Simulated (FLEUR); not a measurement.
W: equation of state with r2SCAN

W:

```
W
1.0
     2.80966    0.00000    0.00000
     0.00000    4.86387    0.00000
     0.00000    0.00000    4.92370
W
4
Direct
  0.79317 0.93684 0.75000
  0.20683 0.43684 0.75000
  0.20683 0.06316 0.25000
  0.79317 0.56316 0.25000
```

This isn't the form of W at room conditions, which is bcc.

- Program: FLEUR MaX-R8.1 (later development tree)
- Task: equation of state
- Functional: r2SCAN
- Potentials or basis: all-electron
- Basis: FLAPW
- Kmax: 4.28 1/bohr
- k mesh: 9 × 6 × 6
- Occupations: fermi-dirac, width 0.05 eV
- Spin: no spin polarisation

```yaml
Equilibrium_volume: 16.41 Å³/atom
Bulk_modulus_at_fixed_shape_and_positions: 292 GPa
```

Energy against volume, from the lowest point:
```tsv
volume (Å³/atom)	energy (meV/atom)
15.812	17.12
16.149	0.00
16.822	5.16
17.494	54.96
17.831	93.78
```

Caveat: the meta-GGA is that of a development version, with a GGA for the radial functions and cores and without core tails; the cell was scaled at fixed shape and fractional positions, which overstates the stiffness of a crystal with free parameters, most of all of layers and chains. Spin-orbit coupling is left out, which matters for the levels of W.
